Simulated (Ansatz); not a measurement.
The system is TaN.

```xyz
2
Lattice="2.9380 0.0000 0.0000 -1.4690 2.5444 0.0000 0.0000 0.0000 2.8830" Properties=species:S:1:pos:R:3 pbc="T T T"
Ta    0.0000    1.6963    1.4415
N     0.0000    0.0000    0.0000
```

| Quantity | Value |
| --- | --- |
| Program | Ansatz 0.2.0 |
| Task | relaxation of cell and atoms |
| Functional | PBEsol0 |
| Potentials or basis | Ansatz PAW |
| Cutoff | 420 eV (not typed: the program's choice for these potentials) |
| k mesh | 5 × 5 × 5 |
| Occupations | fermi-dirac, width 0.05 eV |
| Spin | no spin polarisation |

At the start: volume 10.78 Å³/atom.

Q: How do energy, volume and symmetry change on relaxing?

A: It ends after 8 steps and the volume is 10.49 Å³/atom (-2.7 %); space group P-6m2 (No. 187, to 0.05 Å).

The path:
```
step  energy change (eV)  largest force (eV/Å)  volume (Å³)
   1              0.0000                0.0000        21.55
   2             -0.0101                0.0000        20.60
   3             -0.0190                0.0000        20.98
   4             -0.0198                0.0000        20.99
   5             -0.0198                0.0000        20.98
   6             -0.0186                0.0000        20.98
   7             -0.0186                0.0000        20.97
   8             -0.0185                0.0000        20.97
```

Final structure:
```cif
data_structure
_symmetry_space_group_name_H-M 'P 1'
_symmetry_Int_Tables_number 1
_cell_length_a 2.9124
_cell_length_b 2.9124
_cell_length_c 2.8554
_cell_angle_alpha 90.000
_cell_angle_beta 90.000
_cell_angle_gamma 120.000
_cell_volume 20.97
loop_
_atom_site_label
_atom_site_type_symbol
_atom_site_fract_x
_atom_site_fract_y
_atom_site_fract_z
_atom_site_occupancy
Ta1 Ta 0.33333 0.66667 0.50000 1
N1 N 0.00000 0.00000 0.00000 1
```

Caveat: the k mesh is coarse (spacing up to 0.49 Å⁻¹), so the values aren't converged, least of all with exact exchange; the plane-wave basis is chosen anew once the cell has moved, so the energies of steps on either side of that aren't comparable; the pressure holds a Pulay correction of +0.4 GPa for the finite cutoff; the PAW data sets come from PBE, with cores solved anew for the run's functional, which leaves a small shift of forces and pressure.
